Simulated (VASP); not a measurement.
# NaI (Fm-3m) in VASP: notebook, part 2 of 2

VASP 6.6.1.

### 4 Relaxation of the atoms, PBE+D3(BJ) (a relaxed cell with its volume scaled by 0.96)

File INCAR:

```
ALGO = Fast ; EDIFF = 1E-7
EDIFFG = -0.01 ; ENCUT = 600
GGA = PE ; IBRION = 2
ISIF = 2 ; ISMEAR = 0
IVDW = 12 ; LASPH = True
LCHARG = False ; LREAL = False
LWAVE = False ; NELM = 80
NSW = 40 ; PREC = Accurate
SIGMA = 0.03
```

File KPOINTS:

```
k-points
0
Gamma
  8 8 8
```

File POSCAR:

```
NaI                                     
1.0
    0.0000000000      3.1387217997      3.1387217997
    3.1387217997      0.0000000000      3.1387217997
    3.1387217997      3.1387217997      0.0000000000
  Na              I             
     1     1
Direct
     0.0000000000000000    0.0000000000000000    0.0000000000000000
     0.5000000000000000    0.5000000000000000    0.5000000000000000
```

Potentials or basis: VASP PAW PBE potentials, release 64 (Na_pv, I).

On the command line:

```bash
cat potpaw_PBE.64/Na_pv/POTCAR potpaw_PBE.64/I/POTCAR > POTCAR
mpirun -np 1 vasp_std > vasp.out
```

OUTCAR:

```text
EDIFF = 1E-7
   EDIFFG = -0.01
   ENCUT = 600
   GGA = PE
   IBRION = 2
   ISIF = 2
   ISMEAR = 0
   IVDW = 12
   LASPH = True
   LREAL = False
   NELM = 80
   NSW = 40
   PREC = Accurate
 IVDW          = 12

 ion  position               nearest neighbor table
   1  0.000  0.000  0.000-   2 3.14   2 3.14   2 3.14   2 3.14   2 3.14   2 3.14
   2  0.500  0.500  0.500-   1 3.14   1 3.14   1 3.14   1 3.14   1 3.14   1 3.14

  LATTYP: Found a face centered cubic cell.
 ALAT       =     6.2774435994

  Lattice vectors:

 A1 = (   0.0000000000,   3.1387217997,   3.1387217997)
 A2 = (   3.1387217997,   0.0000000000,   3.1387217997)
 A3 = (   3.1387217997,   3.1387217997,   0.0000000000)

Analysis of symmetry for initial positions (statically):
=====================================================================
 Subroutine PRICEL returns:
 Original cell was already a primitive cell.

 Routine SETGRP: Setting up the symmetry group for a
 face centered cubic supercell.

 Subroutine GETGRP returns: Found 48 space group operations
 (whereof 48 operations were pure point group operations)
 out of a pool of 48 trial point group operations.

The static configuration has the point symmetry O_h .

Analysis of symmetry for dynamics (positions and initial velocities):
=====================================================================
 Subroutine PRICEL returns:
 Original cell was already a primitive cell.

 Routine SETGRP: Setting up the symmetry group for a
 face centered cubic supercell.

 Subroutine GETGRP returns: Found 48 space group operations
 (whereof 48 operations were pure point group operations)
 out of a pool of 48 trial point group operations.

The dynamic configuration has the point symmetry O_h .

 Subroutine INISYM returns: Found 48 space group operations
 (whereof 48 operations are pure point group operations),
 and found     1 'primitive' translations

----------------------------------------------------------------------------------------

                                     Primitive cell

  volume of cell :      61.8427

  direct lattice vectors                    reciprocal lattice vectors
[... 122 lines left out ...]
  energy-cutoff  :      600.00
  volume of cell :       61.84
 maximum number of plane-waves:      2085
   NGX = 17   NGY = 17   NGZ = 17

 number of electron      14.0000008 magnetization

 Free energy of the ion-electron system (eV)
  ---------------------------------------------------
  ext. energy  EPLUGINS =         0.00000000
  ---------------------------------------------------
  free energy    TOTEN  =        -5.33557958 eV

  energy without entropy =       -5.33557958  energy(sigma->0) =       -5.33557958

 E-fermi :   1.6520     XC(G=0):  -8.0811

 val. band max:        1.4860696177   @ k =   0.0000   0.0000   0.0000
 cond. band min:       5.3927360960   @ k =   0.0000   0.0000   0.0000
 fundamental gap:      3.9066664783
 Fermi energy:         1.6519853001

 k-point     1 :       0.0000    0.0000    0.0000
  band No.  band energies     occupation
      1     -20.8665      2.00000
      2     -20.8665      2.00000
      3     -20.8665      2.00000
      4      -9.7911      2.00000
      5       1.4861      2.00000
      6       1.4861      2.00000
      7       1.4861      2.00000
      8       5.3927      0.00000
      9       9.4045      0.00000
     10       9.4045      0.00000
     11       9.4045      0.00000
[... 309 lines left out ...]
 k-point    24 :      -0.3750    0.2500    0.1250
  band No.  band energies     occupation
      1     -20.8735      2.00000
      2     -20.8689      2.00000
      3     -20.8677      2.00000
      4      -9.3233      2.00000
      5      -0.7346      2.00000
      6       0.4017      2.00000
      7       0.9027      2.00000
      8       7.7237      0.00000
      9       7.9183      0.00000
     10       9.9412      0.00000
     11      10.0908      0.00000

 [... further k-points ...]

------------------------ aborting loop because EDIFF is reached ----------------------------------------

 Edisp (eV)   -0.55824

 E8    (eV) :    -0.2587

  FORCE on cell =-STRESS in cart. coord.  units (eV):
  Direction    XX          YY          ZZ          XY          YZ          ZX
  --------------------------------------------------------------------------------------
  -------------------------------------------------------------------------------------
  Total       0.31815     0.31815     0.31815    -0.00000     0.00000     0.00000
  in kB       8.24246     8.24246     8.24246    -0.00000     0.00000     0.00000
  external pressure =        8.24 kB  Pullay stress =        0.00 kB

 VOLUME and BASIS-vectors are now :
 -----------------------------------------------------------------------------
  energy-cutoff  :      600.00
  volume of cell :       61.84
      direct lattice vectors                 reciprocal lattice vectors
     0.000000000  3.138721800  3.138721800    -0.159300515  0.159300515  0.159300515
     3.138721800  0.000000000  3.138721800     0.159300515 -0.159300515  0.159300515
     3.138721800  3.138721800  0.000000000     0.159300515  0.159300515 -0.159300515

 POSITION                                       TOTAL-FORCE (eV/Angst)
 -----------------------------------------------------------------------------------
      0.00000      0.00000      0.00000         0.000000      0.000000     -0.000000
      3.13872      3.13872      3.13872        -0.000000     -0.000000      0.000000
 -----------------------------------------------------------------------------------
    total drift:                                0.000000      0.000000      0.000000

  FREE ENERGIE OF THE ION-ELECTRON SYSTEM (eV)
  ---------------------------------------------------
  free  energy   TOTEN  =        -5.8938155318 eV

  energy  without entropy=       -5.8938155318  energy(sigma->0) =       -5.89381553

 reached required accuracy - stopping structural energy minimisation
```

CONTCAR:

```text
NaI
   1.00000000000000
     0.0000000000000000    3.1387217996999999    3.1387217996999999
     3.1387217996999999    0.0000000000000000    3.1387217996999999
     3.1387217996999999    3.1387217996999999    0.0000000000000000
  Na              I
     1     1
Direct
     0.0000000000000000    0.0000000000000000    0.0000000000000000
     0.5000000000000000    0.5000000000000000    0.5000000000000000

  0.00000000E+00  0.00000000E+00  0.00000000E+00
  0.00000000E+00  0.00000000E+00  0.00000000E+00
```

Run time: 17 s. Hardware: 1 thread of AMD EPYC 9R14 (Zen 4), shared host; peak memory 0.19 GiB.

What came out:

- Free energy: -5.8938 eV
- Pressure after relaxing: 0.8 GPa
- Band gap on the k mesh: 3.91 eV, direct
- Dispersion energy per atom: -0.279 eV

Final structure:
```
CELL_PARAMETERS angstrom
0.00000 3.13872 3.13872
3.13872 0.00000 3.13872
3.13872 3.13872 0.00000
ATOMIC_POSITIONS crystal
Na 0.00000 0.00000 0.00000
I 0.50000 0.50000 0.50000
```

Levels at points of the mesh, in eV from the valence-band top:
| k point | band 4 | band 5 | band 6 | band 7 | band 8 | band 9 | band 10 | band 11 |
| --- | --- | --- | --- | --- | --- | --- | --- | --- |
| (0.00, 0.00, 0.00) | -11.28 | 0.00 | 0.00 | 0.00 | 3.91 | 7.92 | 7.92 | 7.92 |
| (0.50, 0.00, 0.00) | -10.86 | -2.53 | -0.34 | -0.34 | 5.11 | 7.52 | 7.52 | 9.43 |
| (0.50, 0.50, 0.00) | -10.77 | -2.22 | -0.88 | -0.88 | 4.56 | 5.37 | 10.48 | 11.87 |

Caveat: the relaxation stopped at its first step, so nothing moved; spin-orbit coupling is left out, which moves the levels of the heavy elements.

### 5 Summary

```tsv
task	cell	gap on the mesh (eV)	pressure (GPa)
relaxation of cell and atoms	relaxed	3.78	0.0
relaxation of the atoms	atoms relaxed from: a relaxed cell with its volume scaled by 0.94	3.97	1.3
relaxation of the atoms	atoms relaxed from: a relaxed cell with its volume scaled by 0.96	3.91	0.8
```

Alike in all rows: level PBE+D3(BJ); potentials or basis VASP PAW PBE potentials, release 64 (Na_pv, I); no spin polarisation; k mesh 8 × 8 × 8; cutoff (eV) 600; smearing gaussian 0.03 eV.

Caveats: the relaxation stopped at its first step, so nothing moved; spin-orbit coupling is left out, which moves the levels of the heavy elements.

Total energies depend on the potentials used, so only differences within one code and one set of settings carry meaning.
